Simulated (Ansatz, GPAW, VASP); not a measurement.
## Pb: programs and potentials compared

```
CELL_PARAMETERS angstrom
0.00000 2.47502 2.47502
2.47502 0.00000 2.47502
2.47502 2.47502 0.00000
ATOMIC_POSITIONS crystal
Pb 0.00000 0.00000 0.00000
```

Alike in all runs: task single point; functional RPBE; k mesh 9 × 9 × 9; occupations gaussian, width 0.05 eV; no spin polarisation; no spin-orbit coupling. Pressure is positive in compression and, in plane waves, holds the error of the finite cutoff, which Ansatz's Pulay term estimates and takes out.

| program and potentials | plane-wave cutoff (eV) | notes | pressure (GPa) |
| --- | --- | --- | --- |
| Ansatz, Ansatz PAW | 420 | potentials made for PBE, which Ansatz adapts in part; Pulay term of +0.02 GPa included | 3.86 |
| GPAW, the program's PAW data sets (release 1.2.1) made for this functional | 600 | - | 3.61 |
| Ansatz, all-electron LAPW, scalar-relativistic | - | - | 3.87 |
| VASP, PBE PAW files Pb_d, release 54, 520 eV | 520 | potentials made for PBE | 3.85 |

The pressure spans 3.61 (GPAW, the program's PAW data sets (release 1.2.1) made for this functional) to 3.87 GPa (Ansatz, all-electron LAPW, scalar-relativistic), with all-electron results at 3.87. Some sets were made for another functional than the one run, which can shift their rows.

Differences between rows come from potentials, basis sets and numerical settings, since the functional is the same but for its coding. Runs on potential files found faulty are left out.
